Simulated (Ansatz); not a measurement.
## Straining AlCu3

Method: DFT PBEsol, scalar-relativistic, plane waves, PAW in Ansatz. (420 eV cutoff, 14×14×14 k-mesh, Gaussian smearing of 0.10 eV, no spin polarisation)

The relaxed crystal:

```xyz
4
Lattice="3.6319 0.0000 0.0000 0.0000 3.6319 0.0000 0.0000 0.0000 3.6319" Properties=species:S:1:pos:R:3 pbc="T T T"
Al    0.0000    0.0000    0.0000
Cu    1.8159    1.8159    0.0000
Cu    1.8159    0.0000    1.8159
Cu    0.0000    1.8159    1.8159
```

Deformation: shear that moves c along a by the strain times its height over the a-b plane, the cell held and the atoms relaxed, all within the symmetry that the strain leaves. Energies are extrapolated to zero smearing.

| strain (%) | ΔE (meV/atom) | a (Å) | b (Å) | c (Å) |
| --- | --- | --- | --- | --- |
| +0.0 | 0.0 | 3.632 | 3.632 | 3.632 |
| +2.0 | 1.3 | 3.632 | 3.632 | 3.633 |
| +4.0 | 5.5 | 3.632 | 3.632 | 3.635 |
| +6.0 | 12.7 | 3.632 | 3.632 | 3.638 |
| +8.0 | 23.2 | 3.632 | 3.632 | 3.643 |
| +12.0 | 52.7 | 3.632 | 3.632 | 3.658 |

(1) Does one stiffness describe the whole range?

Answers

(1) No: the innermost pair of points gives (1/V) d²E/dε² = 89 GPa and a cubic fit over all points 104 GPa, so terms beyond the third order count over this range.